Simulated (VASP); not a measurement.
# HC60N3 (a cell with a defect) in VASP: notebook, part 2 of 2

VASP 6.6.1. Earlier steps stand in the parts before.

**3. Single point, LDA**

The input, INCAR:

```
SYSTEM = HC60N3
  PREC = Accurate
  ENCUT = 520
  EDIFF = 1E-6
  ISMEAR = 0
  SIGMA = 0.03
  LREAL = .FALSE.
  LASPH = .TRUE.
  NELM = 80
  ALGO = Fast
  ISIF = 2
  LWAVE = .FALSE.
  LCHARG = .FALSE.
  NBANDS = 166
```

The input, KPOINTS:

```
regular mesh
0
G
  2 2 2
  0 0 0
```

The input, POSCAR:

```
HC60N3
1.0
    7.1400000000      0.0000000000      0.0000000000
    0.0000000000      7.1400000000      0.0000000000
    0.0000000000      0.0000000000      7.1400000000
H C N
1 60 3
Direct
    0.5382750900      0.5382750900      0.5382750900
    0.6319130000      0.6319130000      0.6319130000
    0.5014860000      0.7507060000      0.7507060000
    0.7507060000      0.5014860000      0.7507060000
    0.7507060000      0.7507060000      0.5014860000
    0.4950870000      0.2505090000      0.7494590000
    0.4950870000      0.7494590000      0.2505090000
    0.2505090000      0.4950870000      0.7494590000
    0.7494590000      0.4950870000      0.2505090000
    0.2505090000      0.7494590000      0.4950870000
    0.7494590000      0.2505090000      0.4950870000
    0.6235760000      0.3759650000      0.8734240000
    0.6235760000      0.8734240000      0.3759650000
    0.3759650000      0.6235760000      0.8734240000
    0.8734240000      0.6235760000      0.3759650000
    0.3759650000      0.8734240000      0.6235760000
    0.8734240000      0.3759650000      0.6235760000
    0.5050870000      0.2510410000      0.2510410000
    0.2510410000      0.5050870000      0.2510410000
    0.2510410000      0.2510410000      0.5050870000
    0.1273950000      0.6227350000      0.6227350000
    0.6227350000      0.1273950000      0.6227350000
    0.6227350000      0.6227350000      0.1273950000
    0.9999620000      0.4999560000      0.4999560000
    0.4999560000      0.9999620000      0.4999560000
    0.4999560000      0.4999560000      0.9999620000
    0.1278200000      0.3773090000      0.3773090000
    0.3773090000      0.1278200000      0.3773090000
    0.3773090000      0.3773090000      0.1278200000
    0.6239330000      0.8758650000      0.8758650000
    0.8758650000      0.6239330000      0.8758650000
    0.8758650000      0.8758650000      0.6239330000
    0.0011195000      0.7494200000      0.7494200000
    0.7494200000      0.0011195000      0.7494200000
    0.7494200000      0.7494200000      0.0011195000
    0.1237350000      0.3750450000      0.8761320000
    0.1237350000      0.8761320000      0.3750450000
    0.3750450000      0.1237350000      0.8761320000
    0.8761320000      0.1237350000      0.3750450000
    0.3750450000      0.8761320000      0.1237350000
    0.8761320000      0.3750450000      0.1237350000
    0.9987500000      0.2495250000      0.7493430000
    0.9987500000      0.7493430000      0.2495250000
    0.2495250000      0.9987500000      0.7493430000
    0.7493430000      0.9987500000      0.2495250000
    0.2495250000      0.7493430000      0.9987500000
    0.7493430000      0.2495250000      0.9987500000
    0.1237820000      0.1237820000      0.6246850000
    0.1237820000      0.6246850000      0.1237820000
    0.6246850000      0.1237820000      0.1237820000
    0.0017403000      0.2503660000      0.2503660000
    0.2503660000      0.0017403000      0.2503660000
    0.2503660000      0.2503660000      0.0017403000
    0.1249420000      0.8743930000      0.8743930000
    0.8743930000      0.1249420000      0.8743930000
    0.8743930000      0.8743930000      0.1249420000
    0.9999680000      0.9999680000      0.4998950000
    0.9999680000      0.4998950000      0.9999680000
    0.4998950000      0.9999680000      0.9999680000
    0.1254050000      0.1254050000      0.1254050000
    0.9997840000      0.9997840000      0.9997840000
    0.6351560000      0.3648080000      0.3648080000
    0.3648080000      0.6351560000      0.3648080000
    0.3648080000      0.3648080000      0.6351560000
```

Potentials or basis: VASP PAW LDA potentials, release 64 (H, C, N).

Launch:

```
> cat potpaw_LDA.64/H/POTCAR potpaw_LDA.64/C/POTCAR potpaw_LDA.64/N/POTCAR > POTCAR
> mpirun -np 1 vasp_std > vasp.out
```

OUTCAR:

```text
SYSTEM = HC60N3
   PREC = Accurate
   ENCUT = 520
   EDIFF = 1E-6
   ISMEAR = 0
   LREAL = .FALSE.
   LASPH = .TRUE.
   NELM = 80
   ISIF = 2

 ion  position               nearest neighbor table
   1  0.538  0.538  0.538-   2 1.16
   2  0.632  0.632  0.632-   1 1.16   3 1.52   4 1.52   5 1.52
   3  0.501  0.751  0.751-   2 1.52  30 1.54  16 1.55  14 1.55
   4  0.751  0.501  0.751-   2 1.52  31 1.54  17 1.55  12 1.55
   5  0.751  0.751  0.501-   2 1.52  32 1.54  15 1.55  13 1.55
   6  0.495  0.251  0.749-  64 1.48  38 1.54  22 1.56  12 1.56
   7  0.495  0.749  0.251-  63 1.48  40 1.54  23 1.56  13 1.56
[... 52 lines left out ...]
  60  0.125  0.125  0.125-  51 1.54  52 1.54  53 1.54  61 1.55
  61  1.000  1.000  1.000-  54 1.55  55 1.55  56 1.55  60 1.55
  62  0.635  0.365  0.365-  18 1.48  11 1.48   9 1.48
  63  0.365  0.635  0.365-  19 1.48  10 1.48   7 1.48
  64  0.365  0.365  0.635-  20 1.48   8 1.48   6 1.48

  LATTYP: Found a simple cubic cell.
 ALAT       =     7.1400000000

  Lattice vectors:

 A1 = (   7.1400000000,   0.0000000000,   0.0000000000)
 A2 = (   0.0000000000,   7.1400000000,   0.0000000000)
 A3 = (   0.0000000000,   0.0000000000,   7.1400000000)

[... 288 lines left out ...]
  band No.  band energies     occupation
      1     -12.1042      2.00000
      2     -10.4619      2.00000
      3     -10.4619      2.00000
      4     -10.0167      2.00000
      5      -9.6275      2.00000
      6      -9.6275      2.00000
[... 561 lines left out ...]
    139      15.3877      0.00000
    140      15.3906      0.00000
 [bands above 140 left out]

------------------------ aborting loop because EDIFF is reached ----------------------------------------

  FORCE on cell =-STRESS in cart. coord.  units (eV):
  Direction    XX          YY          ZZ          XY          YZ          ZX
  --------------------------------------------------------------------------------------
  -------------------------------------------------------------------------------------
  Total      -30.0667808    -30.0667808    -30.0667808     -2.0993627     -2.0993627     -2.0993627
  in kB     -132.3435799   -132.3435799   -132.3435799     -9.2406692     -9.2406692     -9.2406692
  external PRESSURE =    -132.3435799 kB  Pullay stress =       0.0000000 kB

 VOLUME and BASIS-vectors are now :
 -----------------------------------------------------------------------------
  energy-cutoff  :      520.00
  volume of cell :      363.99
      direct lattice vectors                 reciprocal lattice vectors
     7.140000000  0.000000000  0.000000000     0.140056022  0.000000000  0.000000000
     0.000000000  7.140000000  0.000000000     0.000000000  0.140056022  0.000000000
     0.000000000  0.000000000  7.140000000     0.000000000  0.000000000  0.140056022

 POSITION                                       TOTAL-FORCE (eV/Angst)
 -----------------------------------------------------------------------------------
      3.84328      3.84328      3.84328         0.991508      0.991508      0.991508
      4.51186      4.51186      4.51186        -0.768709     -0.768709     -0.768709
      3.58061      5.36004      5.36004         0.033077     -0.067394     -0.067394
      5.36004      3.58061      5.36004        -0.067394      0.033077     -0.067394
      5.36004      5.36004      3.58061        -0.067394     -0.067394      0.033077
      3.53492      1.78863      5.35114        -0.031055      0.065137     -0.058531
[... 56 lines left out ...]
      2.60473      4.53501      2.60473        -0.202057      0.152652     -0.202057
      2.60473      2.60473      4.53501        -0.202057     -0.202057      0.152652
 -----------------------------------------------------------------------------------
    total drift:                               -0.000059     -0.000059     -0.000061

  FREE ENERGIE OF THE ION-ELECTRON SYSTEM (eV)
  ---------------------------------------------------
  free  energy   TOTEN  =      -635.2848660281 eV

  energy  without entropy=     -635.2848660281  energy(sigma->0) =     -635.28486603
```

OSZICAR:

```text
N       E                     dE             d eps       ncg     rms          rms(c)
DAV:   1     0.797348705249E+03    0.79735E+03   -0.13764E+05  1328   0.152E+03
DAV:   2    -0.589702668976E+03   -0.13871E+04   -0.13229E+04  1640   0.294E+02
DAV:   3    -0.659095023224E+03   -0.69392E+02   -0.68816E+02  1624   0.641E+01
DAV:   4    -0.660636736264E+03   -0.15417E+01   -0.15358E+01  1672   0.957E+00
DAV:   5    -0.660672944101E+03   -0.36208E-01   -0.36156E-01  1624   0.150E+00    0.323E+01
RMM:   6    -0.641509471892E+03    0.19163E+02   -0.15256E+01  1381   0.871E+00    0.186E+01
RMM:   7    -0.635250744363E+03    0.62587E+01   -0.21630E+01  1474   0.106E+01    0.423E+00
RMM:   8    -0.635265012719E+03   -0.14268E-01   -0.14907E+00  1546   0.352E+00    0.102E+00
RMM:   9    -0.635286408265E+03   -0.21396E-01   -0.29978E-01  1629   0.130E+00    0.474E-01
RMM:  10    -0.635283525579E+03    0.28827E-02   -0.55999E-02  1590   0.581E-01    0.112E-01
RMM:  11    -0.635284645577E+03   -0.11200E-02   -0.13265E-02  1629   0.250E-01    0.874E-02
RMM:  12    -0.635284824544E+03   -0.17897E-03   -0.29850E-03  1685   0.116E-01    0.329E-02
RMM:  13    -0.635284856425E+03   -0.31880E-04   -0.47441E-04  1670   0.472E-02    0.108E-02
RMM:  14    -0.635284863730E+03   -0.73050E-05   -0.10314E-04  1674   0.217E-02    0.396E-03
RMM:  15    -0.635284865620E+03   -0.18902E-05   -0.20166E-05  1560   0.939E-03    0.180E-03
RMM:  16    -0.635284866028E+03   -0.40820E-06   -0.43900E-06  1262   0.414E-03
   1 F= -.63528487E+03 E0= -.63528487E+03  d E =-.770614E-22
```

stdout:

```text
POSCAR found type information on POSCAR H C N
 POSCAR found :  3 types and      64 ions
 scaLAPACK will be used
 -----------------------------------------------------------------------------
|                                                                             |
|                                                                             |
|     You have a (more or less) 'large supercell' and for larger cells it     |
|     might be more efficient to use real-space projection operators.         |
|     Therefore, try LREAL= Auto in the INCAR file.                           |
|     Mind: For very accurate calculation, you might also keep the            |
|     reciprocal projection scheme (i.e. LREAL=.FALSE.).                      |
|                                                                             |
 -----------------------------------------------------------------------------

 LDA part: xc-table for (Slater(with rela. corr.)+CA(PZ))
 , standard interpolation
 POSCAR, INCAR and KPOINTS ok, starting setup
 FFT: planning ... GRIDC
 FFT: planning ... GRID_SOFT
 FFT: planning ... GRID
 WAVECAR not read
 entering main loop
```

Run time: 4.4 min. Hardware: 1 thread of Intel Xeon 6975P-C (Granite Rapids), shared host; peak memory 0.41 GiB.

What came out:

```yaml
Free_energy: -635.2849 eV
Pressure: -13.2 GPa
Largest_force: 1.717 eV/Å
Band_gap_on_the_k_mesh: 3.65 eV, indirect (least direct gap 3.72 eV)
```

Forces on the atoms (eV/Å):
```
H    0.992  0.992  0.992
C   -0.769 -0.769 -0.769
C    0.033 -0.067 -0.067
C   -0.067  0.033 -0.067
C   -0.067 -0.067  0.033
C   -0.031  0.065 -0.059
C   -0.031 -0.059  0.065
C    0.065 -0.031 -0.059
C   -0.059 -0.031  0.065
C    0.065 -0.059 -0.031
C   -0.059  0.065 -0.031
C    0.009  0.007  0.009
C    0.009  0.009  0.007
C    0.007  0.009  0.009
C    0.009  0.009  0.007
C    0.007  0.009  0.009
C    0.009  0.007  0.009
C    0.050  0.050  0.050
C    0.050  0.050  0.050
C    0.050  0.050  0.050
C   -0.013 -0.003 -0.003
C   -0.003 -0.013 -0.003
C   -0.003 -0.003 -0.013
C   -0.002 -0.002 -0.002
C   -0.002 -0.002 -0.002
C   -0.002 -0.002 -0.002
C   -0.010  0.002  0.002
C    0.002 -0.010  0.002
C    0.002  0.002 -0.010
C   -0.006  0.013  0.013
C    0.013 -0.006  0.013
C    0.013  0.013 -0.006
C   -0.004  0.004  0.004
C    0.004 -0.004  0.004
C    0.004  0.004 -0.004
C    0.004 -0.009 -0.007
C    0.004 -0.007 -0.009
C   -0.009  0.004 -0.007
C   -0.007  0.004 -0.009
C   -0.009 -0.007  0.004
C   -0.007 -0.009  0.004
C    0.000 -0.001 -0.008
C    0.000 -0.008 -0.001
C   -0.001  0.000 -0.008
C   -0.008  0.000 -0.001
C   -0.001 -0.008  0.000
C   -0.008 -0.001  0.000
C    0.004  0.004  0.009
C    0.004  0.009  0.004
C    0.009  0.004  0.004
C   -0.001 -0.005 -0.005
C   -0.005 -0.001 -0.005
C   -0.005 -0.005 -0.001
C    0.001 -0.001 -0.001
C   -0.001  0.001 -0.001
C   -0.001 -0.001  0.001
C    0.006  0.006  0.013
C    0.006  0.013  0.006
C    0.013  0.006  0.006
C   -0.004 -0.004 -0.004
C    0.000  0.000  0.000
N    0.153 -0.202 -0.202
N   -0.202  0.153 -0.202
N   -0.202 -0.202  0.153
```

Levels at points of the mesh, in eV from the valence-band top:
```tsv
k point	band 126	band 127	band 128	band 129	band 130	band 131
(0.00, 0.00, 0.00)	-0.17	0.00	0.00	3.72	3.89	3.89
(0.50, 0.00, 0.00)	-0.85	-0.61	-0.57	3.65	3.78	4.64
(0.50, 0.50, 0.00)	-1.15	-0.35	-0.30	4.97	5.00	5.21
(0.50, 0.50, 0.50)	-0.55	-0.43	-0.43	4.88	4.88	5.08
```

Caveat: the k mesh is coarse (spacing up to 0.44 Å⁻¹), so the values aren't converged.

**4. Single point, r2SCAN**

Changes to INCAR since step 3:

```diff
@@ -9,3 +9,3 @@
   NELM = 80
-  ALGO = Fast
+  ALGO = Normal
   ISIF = 2
@@ -13,2 +13,4 @@
   LCHARG = .FALSE.
+  METAGGA = R2SCAN
+  LMIXTAU = .TRUE.
   NBANDS = 166
```

KPOINTS is that of step 3.

POSCAR is that of step 3.

Potentials or basis: VASP PAW PBE potentials, release 64 (H, C, N).

Launch:

```
> cat potpaw_PBE.64/H/POTCAR potpaw_PBE.64/C/POTCAR potpaw_PBE.64/N/POTCAR > POTCAR
> mpirun -np 1 vasp_std > vasp.out
```

Run time: 13 min. Hardware: 1 thread of Intel Xeon 6975P-C (Granite Rapids), shared host; peak memory 0.52 GiB.

It converged, with:

```
Free energy            : -617.2238 eV
Pressure               : -3.1 GPa
Largest force          : 2.478 eV/Å
Band gap on the k mesh : 3.96 eV, indirect (least direct gap 4.02 eV)
```

Forces on the atoms (eV/Å):
```
H    1.431  1.431  1.431
C   -1.232 -1.232 -1.232
C    0.050 -0.071 -0.071
C   -0.071  0.050 -0.071
C   -0.071 -0.071  0.050
C    0.027 -0.031  0.037
C    0.027  0.037 -0.031
C   -0.031  0.027  0.037
C    0.037  0.027 -0.031
C   -0.031  0.037  0.027
C    0.037 -0.031  0.027
C   -0.002  0.022  0.002
C   -0.002  0.002  0.022
C    0.022 -0.002  0.002
C    0.002 -0.002  0.022
C    0.022  0.002 -0.002
C    0.002  0.022 -0.002
C   -0.005 -0.050 -0.050
C   -0.050 -0.005 -0.050
C   -0.050 -0.050 -0.005
C    0.000 -0.027 -0.027
C   -0.027  0.000 -0.027
C   -0.027 -0.027  0.000
C    0.001  0.000  0.000
C    0.000  0.001  0.000
C    0.000  0.000  0.001
C    0.002  0.026  0.026
C    0.026  0.002  0.026
C    0.026  0.026  0.002
C   -0.027  0.011  0.011
C    0.011 -0.027  0.011
C    0.011  0.011 -0.027
C    0.000  0.017  0.017
C    0.017  0.000  0.017
C    0.017  0.017  0.000
C    0.012  0.014 -0.015
C    0.012 -0.015  0.014
C    0.014  0.012 -0.015
C   -0.015  0.012  0.014
C    0.014 -0.015  0.012
C   -0.015  0.014  0.012
C    0.000 -0.017 -0.001
C    0.000 -0.001 -0.017
C   -0.017  0.000 -0.001
C   -0.001  0.000 -0.017
C   -0.017 -0.001  0.000
C   -0.001 -0.017  0.000
C    0.012  0.012 -0.007
C    0.012 -0.007  0.012
C   -0.007  0.012  0.012
C   -0.001 -0.020 -0.020
C   -0.020 -0.001 -0.020
C   -0.020 -0.020 -0.001
C    0.007 -0.005 -0.005
C   -0.005  0.007 -0.005
C   -0.005 -0.005  0.007
C    0.007  0.007  0.013
C    0.007  0.013  0.007
C    0.013  0.007  0.007
C    0.002  0.002  0.002
C   -0.001 -0.001 -0.001
N   -0.031 -0.047 -0.047
N   -0.047 -0.031 -0.047
N   -0.047 -0.047 -0.031
```

Stress tensor (GPa, compression positive):
```
-3.11 -1.04 -1.04
-1.04 -3.11 -1.04
-1.04 -1.04 -3.11
```

Levels at points of the mesh, in eV from the valence-band top:
| k point | band 126 | band 127 | band 128 | band 129 | band 130 | band 131 |
| --- | --- | --- | --- | --- | --- | --- |
| (0.00, 0.00, 0.00) | -0.17 | 0.00 | 0.00 | 4.02 | 4.19 | 4.19 |
| (0.50, 0.00, 0.00) | -1.02 | -0.74 | -0.69 | 3.96 | 4.09 | 4.97 |
| (0.50, 0.50, 0.00) | -1.18 | -0.42 | -0.37 | 5.37 | 5.41 | 5.63 |
| (0.50, 0.50, 0.50) | -0.68 | -0.54 | -0.54 | 5.28 | 5.28 | 5.47 |

Caveat: the k mesh is coarse (spacing up to 0.44 Å⁻¹), so the values aren't converged; the PAW data sets were made with another functional, which shifts forces and pressure a little.

**5. Summary**

| level | potentials or basis | gap on the mesh (eV) | pressure (GPa) | largest force (eV/Å) |
| --- | --- | --- | --- | --- |
| PBE | VASP PAW PBE potentials, release 64 (H, C, N) | 3.70 | 0.8 | 2.14 |
| LDA | VASP PAW LDA potentials, release 64 (H, C, N) | 3.65 | -13.2 | 1.72 |
| r2SCAN | VASP PAW PBE potentials, release 64 (H, C, N) | 3.96 | -3.1 | 2.48 |

Alike in all rows: task single point; no spin polarisation; cell as given; k mesh 2 × 2 × 2; cutoff (eV) 520; smearing gaussian 0.03 eV; the mesh is coarse, so values aren't converged.

Caveats: all runs use coarse meshes; the PAW data sets were made with another functional, which shifts forces and pressure a little (some runs).

Absolute energies hang on the potentials; compare differences alone.
